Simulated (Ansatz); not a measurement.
**Guessed and relaxed cells of Ag**

Recipe of this trial structure of Ag: random cell by space group and Wyckoff sites (Cmmm, No. 65). Its size is a rough estimate.

start.cif

```cif
data_structure
_symmetry_space_group_name_H-M 'Cmmm'
_symmetry_Int_Tables_number 65
_cell_length_a 3.3969
_cell_length_b 3.8394
_cell_length_c 2.4752
_cell_angle_alpha 90.000
_cell_angle_beta 90.000
_cell_angle_gamma 90.000
_cell_volume 32.28
loop_
_atom_site_label
_atom_site_type_symbol
_atom_site_symmetry_multiplicity
_atom_site_Wyckoff_symbol
_atom_site_fract_x
_atom_site_fract_y
_atom_site_fract_z
_atom_site_occupancy
Ag1 Ag 2 c 0.50000 0.00000 0.50000 1
```

Computed with Ansatz, DFT PBE, scalar-relativistic, plane waves, PAW. Cutoff 420 eV, Gaussian smearing, Γ-centred meshes. Cell and atoms relax first on a coarse mesh and then on a finer one. In between, the cell is made exact in the group found at 0.06 Å. In metals the finer mesh still leaves noise of several meV/atom or more. The steps can't lower the symmetry of their start. No spin polarisation.

end.cif

```cif
data_structure
_symmetry_space_group_name_H-M 'P6/mmm'
_symmetry_Int_Tables_number 191
_cell_length_a 2.8428
_cell_length_b 2.8428
_cell_length_c 2.7758
_cell_angle_alpha 90.000
_cell_angle_beta 90.000
_cell_angle_gamma 120.000
_cell_volume 19.43
loop_
_atom_site_label
_atom_site_type_symbol
_atom_site_symmetry_multiplicity
_atom_site_Wyckoff_symbol
_atom_site_fract_x
_atom_site_fract_y
_atom_site_fract_z
_atom_site_occupancy
Ag1 Ag 1 b 0.00000 0.00000 0.50000 1
```

The symmetry goes from Cmmm (No. 65) to P6/mmm (No. 191). The end has the simple hexagonal type. The volume per atom grows by 20.4 %, from 16.1 to 19.4 Å³. The shortest distance goes from 2.48 Å (Ag–Ag) to 2.78 Å (Ag–Ag). The energy falls by about 0.50 eV/atom (the start's value is from the coarse mesh). The end is written in a standard setting, so origin, axes and order of atoms can differ from the start's.

```yaml
Volume_per_atom: 19.43 Å³
Density: 9.22 g/cm³
Energy_over_the_standard_state: +0.19 eV/atom
Gap_on_the_22×22×20_mesh_of_the_1-atom_cell: 0 eV (a metal)
```

Energies count from the standard state of Ag at the same level. It lies above the standard state, so it could only be metastable.

The last run used Gaussian smearing of 0.10 eV. A later test with randomly moved atoms led to a structure 190 meV/atom lower, so this end is a saddle point or a shallow minimum. In all, the 3 runs took 4.7 min on 1 thread of Arm Neoverse N1 (shared host).
